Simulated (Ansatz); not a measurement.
`FC(F)Cl` + trifluoromethane → `FC(Cl)C(F)(F)F` + H–F at 298.15 K and 1 bar (formal exchange of groups at a C–F bond).

Gas-phase electronic energies from Ansatz, PBE0-D4/def2-TZVP geometries. CBS: MP2 limit from def2 TZ/QZ plus the TZ coupled-cluster correction, frozen cores. This one scheme is used for every species.

```csv
species,CCSD(T)/CBS energy (Eh),H − E (kJ/mol),S (J/(mol·K))
`FC(F)Cl`,-698.00348,74.2,280.9
`FC(F)F`,-338.02896,78.4,259.5
`FC(Cl)C(F)(F)F`,-935.64258,114.3,342.8
H–F,-100.39570,33.5,173.6
```

H − E and S are ideal-gas, rigid-rotor, harmonic terms from PBE0-D4/def2-TZVP, for one conformer and one mirror image of each species. 1 Eh = 2625.50 kJ/mol, R = 8.31446 J/(mol·K).

**Question.** By hand: ΔE, ΔH, ΔS and ΔG.

**Answer.** ΔE = (-935.64258) + (-100.39570) − (-698.00348) − (-338.02896) = -0.00584 Eh = -15.3 kJ/mol. Δ(H − E) = 114.3 + 33.5 − 74.2 − 78.4 = -4.8, so ΔH = -20.1 kJ/mol. ΔS = 342.8 + 173.6 − 280.9 − 259.5 = -24.0 J/(mol·K). ΔG = -20.1 − 298.15 × (-24.0)/1000 = -12.9 kJ/mol.

**Question.** By hand: the equilibrium constant, and the temperature at which ΔG would vanish if ΔH and ΔS stayed fixed.

**Answer.** log₁₀ K = −ΔG/(RT ln 10) = 2.3. ΔG = 0 at ΔH/ΔS = 838 K.

TΔS isn't small against ΔH here. A doubt of 5 kJ/mol in ΔE shifts log₁₀ K by 0.9 here. Other conformers and mirror images would add mixing entropy, several J/(mol·K) or more a flexible species. These are equilibria of isolated gas molecules and say nothing of rates. Largest T1 diagnostic: 0.012 (customary marks: 0.02 for closed shells, 0.045 for open ones).
